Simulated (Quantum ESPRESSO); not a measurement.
**CaF2 (Fluorite): dielectric tensor and Born charges under several settings**

```
CELL_PARAMETERS angstrom
0.00000 2.73100 2.73100
2.73100 0.00000 2.73100
2.73100 2.73100 0.00000
ATOMIC_POSITIONS crystal
Ca 0.00000 0.00000 0.00000
F 0.25000 0.25000 0.25000
F 0.75000 0.75000 0.75000
```

All runs used Quantum ESPRESSO 7.5; k mesh 6 × 6 × 6, shifted; no spin polarisation; cutoff 1143 eV; occupations smeared at first, fixed for the response.

```tsv
level	potentials	geometry	volume (Å³/atom)	pressure (GPa)	ε∞ (diagonal)	Born charge of atom 1 (e)
LDA	PseudoDojo 0.4.1 SR LDA standard	given cell	13.58	-6.7	2.31	2.36
LDA	PseudoDojo 0.4.1 SR LDA standard	relaxed cell	12.55	0.0	2.36	2.38
PBE	PseudoDojo 0.4.1 SR PBE standard	given cell	13.58	1.9	2.27	2.37
PBE	PseudoDojo 0.4.1 SR PBE standard	relaxed cell	?	0.0	?	?
```

Q: What stands in the row left open?

A: Volume 13.89 Å³/atom; ε∞ 2.26; Born charge of atom 1 2.37 e.

Caveats: the cell is more than 3 GPa from zero pressure, which shifts response properties (some runs).
